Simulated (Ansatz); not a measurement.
Rutile GeO2, treated with PBEsol-D3(BJ) (Ansatz, a program for electronic structure, plane waves, PAW).

Run with plane-wave cutoff 520 eV, 8×8×12 k mesh (along the axes of the cell as run), Fermi–Dirac smearing 0.01 eV, scalar-relativistic PAW data made under PBE.

Shape and atoms are relaxed at each volume.

Pressure at four volumes; x = ln(V/9.307 Å³). One pressure is withheld.

```json
[
 {"V (Å³/atom)": "8.934", "x": "-0.0409", "P (GPa)": "?"},
 {"V (Å³/atom)": "9.121", "x": "-0.0202", "P (GPa)": "4.98"},
 {"V (Å³/atom)": "9.307", "x": "0.0000", "P (GPa)": "0.00"},
 {"V (Å³/atom)": "9.679", "x": "0.0392", "P (GPa)": "-8.11"}
]
```

**Question.** Pass a parabola P(x) through the three rows shown, estimate the bulk modulus and its pressure derivative near zero pressure, and predict the withheld pressure.

**Answer.** Slopes between the rows: (0.00 − (4.98))/(0.0000 − (-0.0202)) = -246.53 and (-8.11 − (0.00))/(0.0392 − (0.0000)) = -206.89 GPa. Their difference over the span 0.0594 is c = 39.64/0.0594 = 667.3 GPa, so P(x) = 4.98 + (-246.53)(x − (-0.0202)) + 667.3 (x − (-0.0202))(x − (0.0000)). At the middle row B = −dP/dx = −[-246.53 + 667.3 × 0.0202] = 233.1 GPa, and B′ = dB/dP = 2c/B = 5.7. At x = -0.0409 the parabola gives 10.65 GPa; the run gives 10.66 GPa. The Birch–Murnaghan fit to the energies at all volumes has B0 = 232 GPa and B′ = 5.8.

Measured, for comparison: bulk modulus 251 GPa (room temperature, no zero-point or thermal correction, from measured elastic constants; as tabulated in Sevik and Bulutay (2007), arXiv:cond-mat/0610176). Computed (rounded) less measured: bulk modulus -8 %.

Note: the bulk modulus comes from volumes at which shape and atoms were relaxed.
